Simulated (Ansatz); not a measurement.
Hf4O3 polymorphs, one row open

All numbers below come from DFT PBE, scalar-relativistic, plane waves, PAW in Ansatz 0.2.0. Settings: cutoff 420 eV, Γ-centred meshes spaced at most about 0.3 Å⁻¹, and about 0.25 Å⁻¹ or finer for metals (2π included), Gaussian smearing. No spin polarisation.

Temperature and zero-point effects are left out. Rows are sorted by volume; energies count from the lowest form computed. Coordination counts O atoms around Hf (those within 1.25 times the shortest such distance or 1.15 times the sum of covalent radii; a slash parts the counts of unlike sites).

| row | form | source | atoms | coordination | V (Å³/atom) | gap on mesh (eV) | ΔE (meV/atom) |
| --- | --- | --- | --- | --- | --- | --- | --- |
| 1 | I4/mmm | invented | 7 | Hf 4/5 | 13.4 | 0 | 111 |
| 2 | P-3m1 | invented | 7 | Hf 3/6 | 13.7 | 0.04 | 59 |
| 3 | P2/m | invented | 7 | Hf 4/5 | 13.7 | 0 | 51 |
| 4 | P-43m | invented | 7 | Hf 3 | 16.6 | 0 | 78 |
| 5 | P-42m | invented | 7 | Hf 3 | 16.7 | 0 | 0 |
| 6 | P-42m | invented | 7 | Hf 3 | 16.9 | 0 | ? |

The cell of row 6:

```xyz
7
Lattice="4.9702 0.0000 0.0000 0.0000 4.9702 0.0000 0.0000 0.0000 4.7812" Properties=species:S:1:pos:R:3 pbc="T T T"
Hf    3.7505    3.7505    3.5517
Hf    1.2197    1.2197    3.5517
Hf    3.7505    1.2197    1.2295
Hf    1.2197    3.7505    1.2295
O     2.4851    0.0000    2.3906
O     0.0000    2.4851    2.3906
O     2.4851    2.4851    2.3906
```

Question: How far above the lowest form does the open row lie?

Answer: 38 meV/atom, which puts it above row 5 and below row 3. Counting O atoms around Hf, row 6 and the lowest form (row 5) both have Hf 3.

An observed structure of this formula, if there is one, may be missing.

For metals, differences of a few meV/atom aren't resolved. These runs have no spin–orbit coupling, which can matter for Hf. Cells relaxed within their symmetry can be saddle points. Some candidate types were left out of the draw beforehand, so a known form may be missing.

Neither density nor Hf–O coordination orders these energies. The compact forms lie 51 to 111 meV/atom above the lowest, while the three open forms with threefold Hf span 0 to 78 meV/atom. The open row's cell is an oxygen-poor relative of fluorite: Hf forms a nearly face-centred cubic array, and O fills tetrahedral holes in alternate layers only. Since it shares both symmetry and Hf–O count with row 5, the 38 meV/atom between them probably reflects how the filled holes are arranged, and with it the Hf–Hf bonding.

With so little oxygen, Hf keeps part of its valence electrons in 5d-derived states, which explains the metallic character through metal–metal bonding alongside polar Hf–O bonds. The 0.04 eV gap in row 2 is too small to establish a semiconductor. Being lowest here doesn't show that row 5 would resist disproportionation into oxygen-containing hafnium metal and hafnium dioxide, the familiar outcome in this system.
